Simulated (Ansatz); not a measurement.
**From the elastic tensor of GaN at 18 GPa (stress–strain coefficients) to moduli and sound speeds**

Method: DFT LDA, scalar-relativistic, plane waves, PAW in Ansatz. Settings: 420 eV plane-wave cutoff, Γ-centred 12×12×6 mesh, fixed occupations. No spin polarisation.

The structure is hexagonal, space group P6_3mc (No. 186). The conventional cell has a = 3.073 Å, b = 3.073 Å, c = 5.013 Å, α = 90.00°, β = 90.00°, γ = 120.00°. Around Ga (site symmetry 3m) lie 4 N at 1.88 Å. N (site symmetry 3m) has 4 Ga at 1.88 Å as nearest neighbours.

Relaxed-ion constants (GPa, on the Cartesian axes of the calculation):
C11 = 440.6, C12 = 216.0, C13 = 171.9, C22 = 440.6, C23 = 171.9, C33 = 495.8, C44 = 94.3, C55 = 94.3, C66 = 112.3 GPa; the others vanish.

Density 6.783 g/cm³; 4 atoms in 40.99 Å³.

The values that follow are for a polycrystal of randomly turned grains, by Hill's mean where one number stands.

With S = C⁻¹: B_V = (C11+C22+C33+2(C12+C13+C23))/9, G_V = (C11+C22+C33−C12−C13−C23+3(C44+C55+C66))/15, 1/B_R = S11+S22+S33+2(S12+S13+S23), 15/G_R = 4(S11+S22+S33−S12−S13−S23)+3(S44+S55+S66); Hill is their mean. Then v_l = √((B+4G/3)/ρ), v_t = √(G/ρ), v_m = [(2/v_t³+1/v_l³)/3]^(−1/3) and Θ = (ħ/k_B)·v_m·(6π²n/V)^(1/3) for n atoms in the volume V; E = 9BG/(3B+G), ν = (3B−2G)/(2(3B+G)) and A^U = 5G_V/G_R + B_V/B_R − 6.

```
Bulk modulus, Voigt / Reuss / Hill          : 277.4 / 277.4 / 277.4 GPa
Shear modulus, Voigt / Reuss / Hill         : 114.7 / 110.5 / 112.6 GPa
Young's modulus                             : 297 GPa
Poisson ratio                               : 0.321
Pugh ratio B/G                              : 2.46
Universal anisotropy index                  : 0.19
Longitudinal and transverse sound speeds    : 7939 and 4074 m/s
Debye temperature from the mean sound speed : 625 K
```

Cost: 1 run of about 8.7 core-minutes, on Arm Neoverse V1 (shared hosts).

Under this compression GaN resists volume change much more strongly than shear, with a bulk modulus of 277.4 GPa against a shear modulus of 112.6 GPa. In a tetrahedral network, uniform compression must shorten the stiff, partly ionic Ga–N bonds, whereas shear can be accommodated largely by bending bond angles, which costs less. Pressure typically widens this gap in wurtzite crystals, as closer packing raises the bulk modulus while the shear constants gain little or even soften.

The coinciding Voigt and Reuss bulk moduli show that the crystal shrinks almost equally along a and c, even though C33 exceeds C11. The modest anisotropy therefore lies in the shear response, where C44 is softer than C66. A Pugh ratio of 2.46 should not be read as ductility: it reflects the compressed, angle-soft network, not easy dislocation motion, which directional bonding hinders. The constants satisfy the Born criteria, so the lattice is stable against small homogeneous strains, but this does not settle whether wurtzite is favoured over rocksalt at this pressure.
